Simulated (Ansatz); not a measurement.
# GaP (F-43m) in Ansatz: settings compared

One crystal, GaP, is run at these levels: PBE, PBEsol; tasks: single point.

Everything below comes from runs of Ansatz 0.2.0. Logs are shortened: lines on timing, memory, paths and dates and some standing lists are left out, and cuts for length are marked.

**The experiment to reproduce.**

“Stacking defects in GaP nanowires: Electronic structure and optical properties”, 2018, arxiv:1810.01194 quotes, for a bulk crystal of GaP at 10 K: band gap 2.34 eV (indirect).

How close the calculation comes is told below.

## (1) Starting point

Symmetry: F-43m, No. 216, cubic system. Conventional cell: a = 5.451 Å, b = 5.451 Å, c = 5.451 Å, α = 90.00°, β = 90.00°, γ = 90.00°. Ga (site symmetry -43m) is surrounded by 4 P at 2.36 Å. P (site symmetry -43m) has 4 Ga at 2.36 Å as nearest neighbours.

## (2) Single point, PBE

input.yaml

```yaml
crystal:
  lattice:
    - [0.0, 2.72525, 2.72525]
    - [2.72525, 0.0, 2.72525]
    - [2.72525, 2.72525, 0.0]
  atoms:
    - { symbol: Ga, position: [0.0, 0.0, 0.0] }
    - { symbol: P, position: [0.75, 0.75, 0.75] }
kpoints:
  mp_grid: { grid: [3, 3, 3] }
scf:
  occupations: { method: fermi_dirac, width: 0.06 }
hamiltonian:
  xc: pbe
  pseudopotentials: { kind: all_electron, lapw: { basis_error: 0.003 } }
output:
  forces: true
  stress: true
  eigenvalues: true
```

Potentials or basis: all-electron LAPW, scalar-relativistic.

The run is started by

```sh
> ansatz run input.yaml --threads 1 --pin off --max-ram 3072MiB --backend cpu --events-out ev --progress --plain --runs-dir out
```

What it wrote:

```text
Warning: RAYON_NUM_THREADS=1 ignored (pool sized by the plan → 1); use --threads N
LAPW: plane waves up to 7.933 Å⁻¹, error target 3.0e-3 eV per atom; small_component_spin mean_spin; P in spheres of 1.052 Å, 13 of its electrons in bands, Dirac shells []; Ga in spheres of 1.308 Å, 21 of its electrons in bands, Dirac shells [] (how accurate: hamiltonian.pseudopotentials.lapw.basis_error, Limitations)
Engine: ansatz 0.2.0, x86_64-unknown-linux-gnu
Pseudopotentials: kind: all_electron
Pseudopotential: Ga, LAPW, valence charge 21, lapw/all_electron/scalar/gaussian/Ga, Koelling and Harmon's equation, gaussian nucleus
Pseudopotential: P, LAPW, valence charge 13, lapw/all_electron/scalar/gaussian/P, Koelling and Harmon's equation, gaussian nucleus
Functional definition: PBE
  parameter kappa = 0.804
  parameter beta = 0.06672455060314922
  exchange = pbe_x(kappa = kappa, mu = beta*pi^2/3)
  correlation = pbe_c(beta = beta)
Crystal: 2 atoms, lattice volume = 40.481 Å³
Basis set: ecut = 239.77966044252096 eV, 331 PW (Γ), exchange–correlation at level 2
Bands: 21, of which v1, the nominal top of the filled ones, is band 17 counted from 1 (16 counted from 0)
Symmetry: 24 space group operations
Space group: F-43m (ITA 216), of the structure as read, at distance tolerance 3.4e-5 Å
k-points: 4 of 27 (time reversal used)
Non-local potential: Ga, projectors of the file, none
Non-local potential: P, projectors of the file, none
Initial density: superposition of atomic densities (chi_scale 0.1, normalization cell, long waves kept (reshape's long-wave potential 0.00 eV rms))
Initial wavefunctions: plane waves of lowest kinetic energy (no species holds an atomic orbital)
Functional: x = pbe(κ = 0.804, μ = 0.2195149727645171), c = pbe(β = 0.06672455060314922)
iter 1 solved again at ethr=3.23e-3 eV; its pass at ethr=1.00e-1 eV (dr2=1.10e0 eV) is discarded
SCF iter   1: F=—  HF=-62209.517383 eV  |F-HF|=—  |Δ(HF+E_count)|=         —  Δρ=4.33e-2  dr2=1.10e0  ethr=3.23e-3  ⟨swp⟩=2.0  Hψ=566  notcnv=0
preconditioner: auto → none  [insulator: Δε(μ)=2.062 eV  Ē_g=15.111 eV  σ=0.060 eV  W_gap=1.00  n_scr=14 (ndim 8)  ℏωp=24.8 eV  f_vac=0.018  D(μ)=0.00/eV (n_scr^D=0)  ε∞_Penn≈3.7]
iter 2 solved again at ethr=3.10e-4 eV; its pass at ethr=3.23e-3 eV (dr2=1.06e-1 eV) is discarded
SCF iter   2: F=—  HF=-62209.198437 eV  |F-HF|=—  |Δ(HF+E_count)|=   3.19e-1  Δρ=1.71e-2  dr2=1.05e-1  ethr=3.10e-4  ⟨swp⟩=2.0  Hψ=431  notcnv=0
SCF iter   3: F=—  HF=-62209.174849 eV  |F-HF|=—  |Δ(HF+E_count)|=   2.36e-2  Δρ=7.61e-3  dr2=1.97e-2  ethr=3.10e-4  ⟨swp⟩=2.0  Hψ=244  notcnv=0
SCF iter   4: F=—  HF=-62209.172153 eV  |F-HF|=—  |Δ(HF+E_count)|=         —  Δρ=1.76e-3  dr2=1.13e-3  ethr=5.80e-5  ⟨swp⟩=2.0  Hψ=236  notcnv=0
the basis was enlarged: its passes take 124.3 KiB over the memory plan, 1 of 1 planned eigensolver slots
SCF iter   5: F=—  HF=-62209.171370 eV  |F-HF|=—  |Δ(HF+E_count)|=   7.83e-4  Δρ=3.62e-4  dr2=3.24e-5  ethr=3.31e-6  ⟨swp⟩=2.8  Hψ=231  notcnv=0
SCF iter   6: F=—  HF=-62209.171438 eV  |F-HF|=—  |Δ(HF+E_count)|=   6.79e-5  Δρ=4.73e-5  dr2=5.92e-7  ethr=9.52e-8  ⟨swp⟩=3.0  Hψ=244  notcnv=0
SCF iter   7: F=-62209.171440 eV  HF=-62209.171440 eV  |F-HF|=1.84e-8  |Δ(HF+E_count)|=   1.77e-6  Δρ=4.86e-6  dr2=1.20e-8  ethr=1.74e-9  ⟨swp⟩=3.0  Hψ=244  notcnv=0
SCF 1 converged in 7 iterations: F = -62209.171440 eV  dr2 = 1.20e-8
SCF converged after 7 iterations
Free energy (F): -62209.171440 eV
Harris-Foulkes:  -62209.171440 eV  (|F-HF|=1.84e-8)
Internal energy: -62209.171439 eV  (E = F + TS)
E sigma→0 (E₀):  -62209.171439 eV
Entropy (-TS):   -0.000000 eV (-0.000 meV/atom)
Fermi energy:    9.478095 eV
--- Per-component energies (eV) ---
  E_band       = -1787.881135
  E_kinetic    = 63285.240572
  E_xc         = -2692.265339
  E_electrostatic = -122802.146673  (all electrons and nuclei)
  E_smearing   = -0.000000  (= −TS)
  E_closure    = 0.000000  (closes the sum)
  E_atoms      = -62200.568823  (free atoms, spherical and without spin; not in F)
  Σ components = -62209.171440   (vs F -62209.171440, Δ=0.00e0)
  Basis errors (estimates in eV, not in F): energy 1.3e-3 per atom: plane waves 1.2e-3 (7.0e-4 summed), levels above the bands 3.1e-56, relativity 9.3e-8, radial functions 1.1e-4, core shells 3.9e-11; eigenvalues (radial functions only) 1.4e-5; not estimated: angular momenta, meshes, grids; target (lapw.basis_error) 3.0e-3; muffin-tin radii P 1.052 Å, Ga 1.308 Å
--- Forces (eV/Å), atoms counted from 1 ---
  atom   1  Ga     0.00000000    -0.00000000     0.00000000
  atom   2  P     -0.00000000     0.00000000    -0.00000000
  max |Σ_I F_I| component: 4.16e-17 eV/Å
--- Stress (GPa, compression-positive) ---
        4.057849      -0.000000      -0.000000
       -0.000000       4.057849       0.000000
       -0.000000       0.000000       4.057849
  P = ⅓ Tr σ = 4.0578 GPa (40.578 kbar)
--- Band table (eV) ---
  k-point 0: bands = ["-158.9129", "-134.8059", "-109.3833", "-109.3833", "-109.3833", "-85.5374", "-85.5374", "-85.5374", "-5.9970", "-5.9970", "-5.9970", "-5.9017", "-5.9017", "-3.8609", "8.6530", "8.6530", "8.6530", "10.4606", "12.4610", "12.4610", "12.4610"]
  k-point 1: bands = ["-158.9129", "-134.8059", "-109.3833", "-109.3833", "-109.3833", "-85.5375", "-85.5374", "-85.5374", "-6.0571", "-5.9769", "-5.9769", "-5.8979", "-5.8979", "-2.5522", "3.4065", "7.7322", "7.7322", "10.5082", "13.3929", "13.3929", "16.2419"]
  k-point 2: bands = ["-158.9129", "-134.8059", "-109.3833", "-109.3833", "-109.3833", "-85.5375", "-85.5374", "-85.5374", "-6.0872", "-5.9489", "-5.9489", "-5.9272", "-5.8855", "-2.0863", "3.5849", "6.4000", "6.4000", "10.3519", "11.5164", "16.8004", "16.8004"]
  k-point 3: bands = ["-158.9129", "-134.8059", "-109.3833", "-109.3833", "-109.3833", "-85.5375", "-85.5375", "-85.5374", "-6.0863", "-5.9592", "-5.9475", "-5.9121", "-5.8947", "-1.1076", "2.2560", "4.5697", "6.6806", "11.1055", "14.5897", "15.9334", "16.3243"]
```

Run time: 1.2 s. Hardware: 1 thread of AMD EPYC 9R45 (Zen 5), shared host; peak memory 0.25 GiB.

What came out:

- Free energy: -62209.1714 eV
- Pressure: 4.1 GPa
- Band gap on the k mesh: 1.70 eV, indirect (least direct gap 1.81 eV)

Caveat: the k mesh is coarse (spacing up to 0.67 Å⁻¹), so the values aren't converged; an odd mesh through Γ misses points on the zone boundary, where band edges often lie.

## (3) Single point, PBEsol

input.yaml

```yaml
crystal:
  lattice:
    - [0.0, 2.72525, 2.72525]
    - [2.72525, 0.0, 2.72525]
    - [2.72525, 2.72525, 0.0]
  atoms:
    - { symbol: Ga, position: [0.0, 0.0, 0.0] }
    - { symbol: P, position: [0.75, 0.75, 0.75] }
kpoints:
  mp_grid: { grid: [8, 8, 8] }
scf:
  occupations: { method: gaussian, width: 0.05 }
hamiltonian:
  xc: pbesol
  pseudopotentials: { kind: all_electron, lapw: { basis_error: 0.001 } }
output:
  forces: true
  stress: true
  eigenvalues: true
```

Potentials or basis: all-electron LAPW, scalar-relativistic.

The run is started by

```sh
> ansatz run input.yaml --threads 1 --pin off --max-ram 3072MiB --backend cpu --events-out ev --progress --plain --runs-dir out
```

What it wrote:

```text
Warning: RAYON_NUM_THREADS=1 ignored (pool sized by the plan → 1); use --threads N
LAPW: plane waves up to 8.544 Å⁻¹, error target 1.0e-3 eV per atom; small_component_spin mean_spin; P in spheres of 1.060 Å, 13 of its electrons in bands, Dirac shells []; Ga in spheres of 1.300 Å, 21 of its electrons in bands, Dirac shells [] (how accurate: hamiltonian.pseudopotentials.lapw.basis_error, Limitations)
[... 4 set-up lines as earlier in the session ...]
Functional definition: PBEsol
  exchange = pbesol_x
  correlation = pbesol_c
Crystal: 2 atoms, lattice volume = 40.481 Å³
Basis set: ecut = 278.11016406239986 eV, 411 PW (Γ), exchange–correlation at level 2
Bands: 21, of which v1, the nominal top of the filled ones, is band 17 counted from 1 (16 counted from 0)
[... 2 set-up lines as earlier in the session ...]
k-points: 29 of 512 (time reversal used)
[... 4 set-up lines as earlier in the session ...]
Functional: x = pbesol(κ = 0.804, μ = 0.12345679012345678), c = pbesol(β = 0.046)
iter 1 solved again at ethr=2.23e-3 eV; its pass at ethr=1.00e-1 eV (dr2=7.59e-1 eV) is discarded
SCF iter   1: F=—  HF=-62154.489206 eV  |F-HF|=—  |Δ(HF+E_count)|=         —  Δρ=3.76e-2  dr2=7.61e-1  ethr=2.23e-3  ⟨swp⟩=2.0  Hψ=4144  notcnv=0
preconditioner: auto → none  [insulator: Δε(μ)=1.963 eV  Ē_g=14.962 eV  σ=0.050 eV  W_gap=1.00  n_scr=14 (ndim 8)  ℏωp=24.8 eV  f_vac=0.017  D(μ)=0.00/eV (n_scr^D=0)  ε∞_Penn≈3.7]
iter 2 solved again at ethr=2.16e-4 eV; its pass at ethr=2.23e-3 eV (dr2=7.36e-2 eV) is discarded
SCF iter   2: F=—  HF=-62154.241920 eV  |F-HF|=—  |Δ(HF+E_count)|=   2.47e-1  Δρ=1.48e-2  dr2=7.35e-2  ethr=2.16e-4  ⟨swp⟩=2.0  Hψ=3138  notcnv=0
SCF iter   3: F=—  HF=-62154.213763 eV  |F-HF|=—  |Δ(HF+E_count)|=   2.82e-2  Δρ=6.67e-3  dr2=1.36e-2  ethr=2.16e-4  ⟨swp⟩=2.0  Hψ=1782  notcnv=0
SCF iter   4: F=—  HF=-62154.208384 eV  |F-HF|=—  |Δ(HF+E_count)|=         —  Δρ=2.12e-3  dr2=1.72e-3  ethr=4.00e-5  ⟨swp⟩=2.0  Hψ=1666  notcnv=0
the basis was enlarged: its passes take 187.5 KiB over the memory plan, 1 of 1 planned eigensolver slots
SCF iter   5: F=—  HF=-62154.207566 eV  |F-HF|=—  |Δ(HF+E_count)|=   8.18e-4  Δρ=3.18e-4  dr2=2.85e-5  ethr=5.06e-6  ⟨swp⟩=2.0  Hψ=1666  notcnv=0
SCF iter   6: F=—  HF=-62154.207578 eV  |F-HF|=—  |Δ(HF+E_count)|=   1.17e-5  Δρ=3.99e-5  dr2=4.17e-7  ethr=8.37e-8  ⟨swp⟩=3.0  Hψ=1754  notcnv=0
SCF iter   7: F=-62154.207578 eV  HF=-62154.207578 eV  |F-HF|=2.37e-9  |Δ(HF+E_count)|=   6.10e-7  Δρ=3.19e-6  dr2=5.82e-9  ethr=1.23e-9  ⟨swp⟩=3.0  Hψ=1764  notcnv=0
SCF 1 converged in 7 iterations: F = -62154.207578 eV  dr2 = 5.82e-9
SCF converged after 7 iterations
Free energy (F): -62154.207578 eV
Harris-Foulkes:  -62154.207578 eV  (|F-HF|=2.37e-9)
Internal energy: -62154.207578 eV  (E = F + TS)
E sigma→0 (E₀):  -62154.207578 eV
Fermi energy:    9.199911 eV
--- Per-component energies (eV) ---
  E_band       = -1791.934516
  E_kinetic    = 63218.706533
  E_xc         = -2634.844186
  E_electrostatic = -122738.069926  (all electrons and nuclei)
  E_smearing   = -0.000000  (= −TS)
  E_closure    = 0.000000  (closes the sum)
  E_atoms      = -62144.310062  (free atoms, spherical and without spin; not in F)
  Σ components = -62154.207578   (vs F -62154.207578, Δ=0.00e0)
  Basis errors (estimates in eV, not in F): energy 4.5e-4 per atom: plane waves 4.1e-4 (2.4e-4 summed), levels above the bands 0.0e0, relativity 1.4e-8, radial functions 4.6e-5, core shells 4.6e-11; eigenvalues (radial functions only) 9.0e-7; not estimated: angular momenta, meshes, grids; target (lapw.basis_error) 1.0e-3; muffin-tin radii P 1.060 Å, Ga 1.300 Å
--- Forces (eV/Å), atoms counted from 1 ---
  atom   1  Ga     0.00000000    -0.00000000     0.00000000
  atom   2  P     -0.00000000     0.00000000    -0.00000000
  max |Σ_I F_I| component: 1.73e-17 eV/Å
--- Stress (GPa, compression-positive) ---
       -0.567222       0.000000      -0.000000
        0.000000      -0.567222       0.000000
       -0.000000       0.000000      -0.567222
  P = ⅓ Tr σ = -0.5672 GPa (-5.672 kbar)
--- Band table (eV; the first three rows and the last of 29) ---
  k-point 0: bands = ["-158.9493", "-134.5447", "-109.6856", "-109.6856", "-109.6856", "-85.4467", "-85.4467", "-85.4467", "-6.1016", "-6.1016", "-6.1016", "-6.0018", "-6.0018", "-4.0782", "8.4420", "8.4420", "8.4420", "10.1882", "12.2637", "12.2637", "12.2637"]
  k-point 1: bands = ["-158.9493", "-134.5447", "-109.6857", "-109.6856", "-109.6856", "-85.4468", "-85.4467", "-85.4467", "-6.1155", "-6.0969", "-6.0969", "-6.0018", "-6.0018", "-3.8746", "6.7901", "8.2089", "8.2089", "10.8232", "12.6163", "12.6163", "12.8314"]
  k-point 2: bands = ["-158.9493", "-134.5447", "-109.6857", "-109.6857", "-109.6857", "-85.4468", "-85.4467", "-85.4467", "-6.1460", "-6.0868", "-6.0868", "-6.0005", "-6.0005", "-3.2971", "4.5305", "7.7719", "7.7719", "10.5165", "13.1210", "13.1210", "14.6942"]
  k-point 28: bands = ["-158.9493", "-134.5447", "-109.6856", "-109.6856", "-109.6856", "-85.4468", "-85.4468", "-85.4468", "-6.2004", "-6.0630", "-6.0415", "-6.0173", "-5.9930", "-0.9849", "1.8507", "4.8161", "4.9674", "13.0392", "13.2698", "14.4550", "14.4660"]
```

Wall time 4.8 s (1 thread of AMD EPYC 9R45 (Zen 5), shared host); peak memory 0.29 GiB.

Results:

| Property | Result |
| --- | --- |
| Free energy | -62154.2076 eV |
| Pressure | -0.6 GPa |
| Band gap on the k mesh | 1.52 eV, indirect (least direct gap 1.75 eV) |

## (4) How close it comes

Step 3. A measured gap of GaP is 2.34 eV (indirect; 10 K; quoted in “Stacking defects in GaP nanowires: Electronic structure and optical properties”, 2018, arxiv:1810.01194); the calculated 1.52 eV misses it by -0.82 eV. Spin-orbit coupling on Ga is left out. The value is that of PBEsol on a finite k mesh, which can miss the band edges, without temperature or zero-point motion. Semilocal functionals fall short of measured gaps as a rule.
